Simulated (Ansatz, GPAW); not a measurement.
Given: the input of a run of GPAW 26.7.0 (ASE script) on AlPt. The cell is a database's computed one, not the measured one.

File run.py:

```python
from ase import Atoms
from ase.dft.bandgap import bandgap
from ase.io import write
from ase.units import Bohr, GPa
from gpaw import GPAW, PW, setup_paths
from gpaw.elf import elf_from_dft_calculation

setup_paths.insert(0, '.')

atoms = Atoms(['Pt', 'Pt', 'Pt', 'Pt', 'Al', 'Al', 'Al', 'Al'],
              cell=[[4.87893207, 0.0, 0.0],
                    [0.0, 4.87893207, 0.0],
                    [0.0, 0.0, 4.87893207]],
              scaled_positions=[[0.84493694, 0.65506306, 0.34493694],
                                [0.65506306, 0.34493694, 0.84493694],
                                [0.34493694, 0.84493694, 0.65506306],
                                [0.15506306, 0.15506306, 0.15506306],
                                [0.1559679, 0.3440321, 0.6559679],
                                [0.3440321, 0.6559679, 0.1559679],
                                [0.6559679, 0.1559679, 0.3440321],
                                [0.8440321, 0.8440321, 0.8440321]],
              pbc=True)

calc = GPAW(mode=PW(600),
            xc='PBEsol',
            kpts={'size': (5, 5, 5), 'gamma': True},
            occupations={'name': 'fermi-dirac', 'width': 0.05},
            setups={'Pt': ':d,5.0'},
            nbands=66,
            convergence={'density': 1e-05, 'energy': 1e-05},
            maxiter=150,
            txt='gpaw.txt')
atoms.calc = calc
energy = atoms.get_potential_energy()
forces = atoms.get_forces()
stress = atoms.get_stress()
calc.write('gs.gpw')
write('result.traj', atoms)
print(f'Energy: {energy:.6f} eV')
print('Forces (eV/A):')
print(forces.round(4))
print('Stress (GPa):', (stress / GPa).round(3))
print('Fermi level:', round(calc.get_fermi_level(), 4), 'eV')
print(f'Gap: {bandgap(calc)[0]:.4f} eV, direct: {bandgap(calc, direct=True)[0]:.4f} eV')

# fields on the real-space grid
write('density.cube', atoms, data=calc.get_pseudo_density() * Bohr**3)
write('potential.cube', atoms, data=calc.get_electrostatic_potential())
write('elf.cube', atoms, data=elf_from_dft_calculation(calc).data)
```

Potentials or basis: PAW data sets generated in the run's folder for this functional, pw.

Command:

```console
$ gpaw-setup -f PBEsol Al Pt
$ OMP_NUM_THREADS=1 python run.py
```

Problem. Set up the same calculation for Ansatz 0.2.0. Potentials or basis there: Ansatz PAW, cutoff 420 eV.

Solution. As run (cutoffs and basis follow the program's own potentials, and thresholds, step limits or extra output files can differ):

input.yaml

```yaml
crystal:
  lattice:
    - [4.87893207, 0.0, 0.0]
    - [0.0, 4.87893207, 0.0]
    - [0.0, 0.0, 4.87893207]
  atoms:
    - { symbol: Pt, position: [0.84493694, 0.65506306, 0.34493694] }
    - { symbol: Pt, position: [0.65506306, 0.34493694, 0.84493694] }
    - { symbol: Pt, position: [0.34493694, 0.84493694, 0.65506306] }
    - { symbol: Pt, position: [0.15506306, 0.15506306, 0.15506306] }
    - { symbol: Al, position: [0.1559679, 0.3440321, 0.6559679] }
    - { symbol: Al, position: [0.3440321, 0.6559679, 0.1559679] }
    - { symbol: Al, position: [0.6559679, 0.1559679, 0.3440321] }
    - { symbol: Al, position: [0.8440321, 0.8440321, 0.8440321] }
hamiltonian:
  xc: pbesol
  pseudopotentials: { kind: paw }
  hubbard: { sites: [{ species: Pt, l: d, u_eff: 5.0 }] }
kpoints:
  mp_grid: { grid: [5, 5, 5] }
scf:
  occupations: { method: fermi_dirac, width: 0.05 }
output:
  forces: true
  stress: true
  eigenvalues: true
```

Potentials or basis: Ansatz PAW.

Run with:

```sh
$ ansatz run input.yaml --threads 4 --pin off --max-ram 11264MiB --backend cpu --events-out ev --progress --plain --runs-dir out
```

Both were run:

|  | GPAW | Ansatz |
| --- | --- | --- |
| Pressure | -4.8 GPa | -0.5 GPa |

Ansatz's pressure holds a Pulay term of +0.05 GPa for its cutoff of 420 eV, which the other run lacks.

The potentials hold 76 and 84 valence electrons a cell.

Ansatz's potentials were made for PBE.

Where Ansatz's input types no cutoff or centring, it takes its own default and a Γ-centred mesh.

The two runs disagree by more than potentials and bases usually give (in gap, levels, pressure or energy); the cause wasn't traced.

How U acts hangs on each program's projectors.

Pressure is positive in compression.
